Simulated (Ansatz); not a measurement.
Te₂Mo: computed properties

Level of theory: Ansatz, DFT LDA, scalar-relativistic, plane waves, PAW.

Cutoff 420 eV; k points 12×12×1 on the computed 12-atom cell (Γ-centred); Gaussian smearing, width 0.02 eV; no spin polarisation.

The structure is relaxed at this level of theory with its symmetry kept. This form isn't the usual stable structure of the compound.

```
Te Mo
1.0
     3.47150    0.00000    0.00000
    -1.73575    3.00640    0.00000
     0.00000    0.00000   36.98053
Te Mo
8 4
Direct
  0.33333 0.66667 0.85827
  0.33333 0.66667 0.23060
  0.66667 0.33333 0.67233
  0.66667 0.33333 0.04456
  0.66667 0.33333 0.76940
  0.66667 0.33333 0.14173
  0.33333 0.66667 0.95544
  0.33333 0.66667 0.32767
  0.33333 0.66667 0.72078
  0.33333 0.66667 0.09315
  0.66667 0.33333 0.90685
  0.66667 0.33333 0.27922
```

(1) Formation energy from the elements' standard states (uncorrected)?

(2) Kohn–Sham band gap?

(3) Löwdin character of the top 1 eV of the valence band?

(4) Löwdin character of the lowest 1 eV of the conduction band?

(5) Electron masses at the edge by Cartesian direction of the standard setting (m_e; degenerate bands sorted by energy; no spin-orbit coupling)?

(6) Hole masses at the edge by Cartesian direction of the standard setting (m_e; degenerate bands sorted by energy; no spin-orbit coupling)?

Spin-orbit coupling is left out, which matters for the bands of heavy elements. Each cell of Te2Mo holds layers, and where no dispersion correction was added their binding is poorly described.

## Answers

(1) -0.277 eV/atom.

(2) 0.73 eV, indirect from (0.000, 0.000, -0.036) to (0.198, 0.195, -0.010).

(3) Mo 4d 54 %, Te 5p 42 %.

(4) Mo 4d 67 %, Te 5p 26 %.

(5) x: 0.57; y: 0.41; z: over 30.

(6) x: 1.6; y: 1.6; z: over 30.

Cost: 8 runs of about 34 core-minutes in all, on Intel Xeon 6975P-C (Granite Rapids) (shared hosts).